The same density functional reproduces the lattice constant of diamond to within 0.15% of the measured value and makes grey tin, which has the same structure, 1.2% too large. The functional includes van der Waals correlation, and the calculations treat the atoms as motionless. What error should it make for two tellurides, CdTe and PbTe (listed as TePb)?

Density-functional calculations of cubic crystals with GPAW 26.7.0 and the C09-vdW functional, without spin polarisation or spin-orbit coupling and with Fermi-Dirac smearing of 0.05 eV. The computed lattice constant is that of the conventional cubic cell at the rest volume, from a fit to energies at seven volumes between 94% and 106% of the given one.

```
formula  space group  volume of the given cell (Å³/atom)                   potentials or basis  wave cutoff (eV)    k-mesh  computed lattice constant (Å)  measured lattice constant (Å)                   source  computed over measured, less one (%)
      C        Fd-3m                                5.67  GPAW PAW data sets (gpaw data 1.2.1)               800  10x10x10                          3.562                          3.567       pmc:9553866 (2022)                                 -0.14
     Cu        Fm-3m                               11.81  GPAW PAW data sets (gpaw data 1.2.1)               600  13x13x13                          3.619                          3.615  arXiv:2311.10326 (2023)                                  0.12
     Ir        Fm-3m                               14.06  GPAW PAW data sets (gpaw data 1.2.1)               600  12x12x12                          3.857                          3.837       pmc:6586894 (2019)                                  0.52
    ZnS        F-43m                               19.73  GPAW PAW data sets (gpaw data 1.2.1)               600     7x7x7                          5.401                          5.407       pmc:9697895 (2022)                                 -0.12
     Ge        Fd-3m                               22.64  GPAW PAW data sets (gpaw data 1.2.1)               600     8x8x8                          5.700                          5.658       pmc:9151678 (2022)                                  0.74
   GaSb        F-43m                               28.62  GPAW PAW data sets (gpaw data 1.2.1)               600     6x6x6                          6.145                          6.093  arXiv:2002.02774 (2020)                                  0.85
   TePb        Fm-3m                               33.73  GPAW PAW data sets (gpaw data 1.2.1)               600     6x6x6                              ?                              ?                        ?                                     ?
   CdTe        F-43m                               32.92  GPAW PAW data sets (gpaw data 1.2.1)               600     6x6x6                              ?                              ?                        ?                                     ?
     Sn        Fd-3m                               33.80  GPAW PAW data sets (gpaw data 1.2.1)               600     6x6x6                          6.567                          6.489  arXiv:1909.12270 (2019)                                  1.20
```

A crystal comes to rest where the forces that compress it balance those that push it apart. If the functional gets this balance slightly wrong, the crystal behaves as if a small false pressure acted on it. A very stiff crystal hardly responds, while a soft one changes size noticeably. For a false outward pressure P and a bulk modulus B, which measures resistance to compression, the relative error of the lattice constant is about P/(3B).

Germanium and tin show how well this can work. The computed Ge is 0.74% too large, and its bulk modulus in the same calculation is 65 GPa, so P is 3 × 65 GPa × 0.0074, or about 1.4 GPa. Tin has a modulus of only 40 GPa, and the same pressure would stretch it by 1.4/(3 × 40), again about 1.2%. GaSb needs a similar pressure, so among these three crystals the growing error is largely growing softness.

Softness does not explain everything. Iridium is very stiff and still 0.5% too large, so its false pressure must be several times higher. Diamond would need a pressure of the opposite sign, but zero-point motion, which the calculation leaves out, is expected to swell real diamond by more than this error, so against a motionless crystal its false pressure would probably point outward too. Zero-point motion and heat enlarge the other measured crystals as well, so all the false pressures here are probably somewhat understated. ZnS is the more useful exception, because it is built like Ge, with four neighbours around each atom, and is almost as soft. Yet its error is −0.12%, so the false pressure itself must be much smaller.

A plausible reason is polarity. In ZnS part of the binding comes from attraction between positively and negatively charged atoms, which the theory obtains from the electron density without approximating exchange and correlation. This attraction grows with the square of the transferred charge, so it should matter little in GaSb and more in ZnS. The table doesn't prove this explanation, and the repulsion that balances the attraction still depends on the approximate functional. The d electrons are a rival cause, since the filled 3d shell of Zn lies closer in energy to the bonding electrons than that of Ge. The settings differ here too: the Ge run carries only 11 bands for two atoms, too few to hold the 3d electrons, so that shell is frozen in the core. Another is the band gap, which closes in the computed Ge and GaSb but not in ZnS. Real Ge and GaSb are semiconductors, and losing their small gaps is a known failure of functionals of this kind. The measured values have flaws too: that of ZnS is an average over films, which can be strained, and the GaSb film may hold a little phosphorus. The k-meshes were not tested for convergence.

For a forecast, the volume per atom can stand in for softness, because larger atoms usually make softer crystals of the same type. A straight line in the volume of the given cell was fitted to the seven known rows, together with a term in q². Here q is a formal charge shift: 0 for the elements, 1 for GaSb and 2 for ZnS and CdTe, the number of columns by which their atoms lie on either side of group 14. PbTe doesn't fit this count. It was given 2, the formal charge of Pb²⁺ and Te²⁻, although lead and tellurium lie only one column on either side of group 15, which would give 1. The q² term was chosen after looking at these rows and leans heavily on ZnS, so the good fit is weak evidence for its cause.

For CdTe, with 32.92 Å³ per atom and q² = 4, the model gives −0.34 + 0.0472 × 32.92 − 0.177 × 4, or about 0.5%. The forecast is therefore a lattice constant 0.5% above the measured one, with a range from −0.1 to +1.1%. That range is a judgement, about as wide on each side as the gap between this model and one that uses volume alone.

PbTe gets almost the same value from the formula, but heat calls for a correction. Its lattice constant was measured at 250 K, where the crystal has expanded much more than a typical tetrahedral one, whereas the calculation contains no thermal expansion. A rough estimate of the difference, from recalled expansion coefficients, lowers the forecast by 0.3 to 0.4 percentage points, to +0.2%. The range is −0.5 to +0.9%, wider because none of the known compounds has the rock-salt structure of PbTe.

The withheld rows as computed:

```
formula  space group  volume of the given cell (Å³/atom)                   potentials or basis  wave cutoff (eV)  k-mesh  computed lattice constant (Å)  measured lattice constant (Å)                         source  computed over measured, less one (%)
   TePb        Fm-3m                               33.73  GPAW PAW data sets (gpaw data 1.2.1)               600   6x6x6                          6.449                         6.4546        arXiv:1709.02863 (2017)                                 -0.08
   CdTe        F-43m                               32.92  GPAW PAW data sets (gpaw data 1.2.1)               600   6x6x6                          6.500                          6.482  arXiv:cond-mat/0608141 (2006)                                  0.28
```

Both results fall inside their ranges. CdTe comes out 0.28% too large and PbTe 0.08% too small, so the forecasts were too high by 0.2 and 0.3 percentage points. On a lattice constant of roughly 6.5 Å, that is an error of 0.01 to 0.02 Å.

The comparison with volume alone is more telling than the hits, since the ranges were wide. That simpler model puts both tellurides about 1% above measurement and misses by 0.8 points for CdTe and 1.2 for PbTe. The model with the charge term, likewise without the thermal correction, misses by 0.2 and 0.6. For PbTe that gain rests on the choice q = 2: with q = 1 the same formula gives about 1.1% and does no better than volume alone. The low error of ZnS was still no isolated oddity, since both tellurides also do better than their volume suggests. Nor are the tellurides saved by stiffness. Their computed bulk moduli, 42 GPa for CdTe and 46 GPa for PbTe, are close to that of tin, yet their false pressures are only about 0.4 and −0.1 GPa. With the rough thermal correction, that of PbTe also becomes about 0.4 GPa, still far below the 1.4 GPa of tin. This fits a link with polarity but doesn't single it out. The band gap sorts the same crystals just as cleanly: at the rest volume it is zero on the k-mesh in Ge, GaSb and Sn and open in ZnS, CdTe and PbTe. A shallow d shell could cover CdTe but less readily PbTe, where the 5d shell of lead is expected to lie deeper.

The remaining misses have no settled cause. One formal charge cannot describe the real bonding in both tellurides, and a coefficient resting mainly on ZnS may be too small for them: ZnS is stiffer, so the same drop in false pressure changes its size less. For PbTe the thermal correction more than halved the miss, but spin-orbit coupling, which matters for lead, was left out of the calculation. The small error of PbTe probably owes something to cancellation: the functional is expected to make the crystal slightly too large, but the measured crystal is itself swollen by heat. The printed analysis below gives both fits and their misses.

Output of the analysis:

```
fit of err on 7 rows: constant -0.406 +/- 0.27, coefficient of vol 0.0441 +/- 0.013; rms 0.259, worst ZnS 0.584, leave-one-out rms 0.315
  rows outside the fit (model, value, miss): TePb 1.081, -0.08, 1.16; CdTe 1.046, 0.28, 0.766
fit of err on 7 rows: constant -0.3403 +/- 0.11, coefficient of vol 0.04721 +/- 0.005, coefficient of q2 -0.1768 +/- 0.033; rms 0.0895, worst Ir -0.197, leave-one-out rms 0.133
  rows outside the fit (model, value, miss): TePb 0.5449, -0.08, 0.625; CdTe 0.5067, 0.28, 0.227
Pressure that would bring computed C to the measured size, GPa: -1.865
Same pressure for Ir, GPa: 5.649
Same pressure for ZnS, GPa: -0.2687
Same pressure for Ge, GPa: 1.445
Same pressure for GaSb, GPa: 1.248
Same pressure for Sn, GPa: 1.426
Error of Ge less error of ZnS, percentage points: 0.86
Thermal shift for PbTe, percentage points: -0.35
PbTe model value with thermal shift, percent: 0.1949
Forecast error of PbTe, percent: 0.2
Half-width of the PbTe range, percentage points: 0.7
Forecast error of CdTe, percent: 0.5
Half-width of the CdTe range, percentage points: 0.6
PbTe forecast less computed result, percentage points: 0.28
CdTe forecast less computed result, percentage points: 0.22
PbTe rest volume over volume of the given cell: 0.994
CdTe rest volume over volume of the given cell: 1.043
```
